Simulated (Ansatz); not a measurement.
# Stress against strain in Bi2Te3

```xyz
5
Lattice="2.1930 1.2661 10.1657 -2.1930 1.2661 10.1657 0.0000 -2.5323 10.1657" Properties=species:S:1:pos:R:3 pbc="T T T"
Bi    0.0000    0.0000   12.1988
Bi    0.0000    0.0000   18.2982
Te    0.0000    0.0000    0.0000
Te    0.0000    0.0000    6.3891
Te    0.0000    0.0000   24.1079
```

Atoms are numbered in the order listed.

The cell is COD entry 9011962, as deposited and not checked against the literature; nothing was relaxed.

No spin–orbit coupling, which matters for the heavy atoms here.

These are results of Ansatz 0.2.0, DFT, PBE, all-electron LAPW, scalar-relativistic, not measurements.

Numerical set-up: a Γ-centred 7×7×7 k mesh, Fermi–Dirac smearing of 0.08 eV, basis error target 1 meV/atom, no spin polarisation.

The strain is applied along the Cartesian axes of the cell as listed (the other components stay zero). Fractional coordinates are held (clamped ions).

σ is the change of stress from the unstrained cell, which is at 1.92 GPa; tension is positive, so slopes are stress–strain coefficients at that pressure.

Only quantities that a quadratic follows smoothly over the whole series are listed; rougher ones are left out.

```
εxx = εyy  σzz (GPa)  σxx (GPa)
  -0.0300      -3.24      -4.00
  -0.0100      -0.97      -1.22
   0.0000       0.00       0.00
   0.0100       0.87       1.12
   0.0200       1.65       2.14
   0.0300       2.34       3.07
```

(1) Fit the series and read off the stiffness at zero strain.

(2) One run, at εxx = εyy = -0.0200, is withheld. Predict its row.

## Answers

(1) Least-squares fits y = p0 + p1 x + p2 x² to the rows give σzz (GPa): p1 = 92.8, p2 = -500; σxx (GPa): p1 = 118, p2 = -520. So C13 + C23 = 93 GPa and C11 + C12 = 118 GPa, for these axes.

(2) The fits give -2.06, -2.56; the run gave -2.04, -2.55.
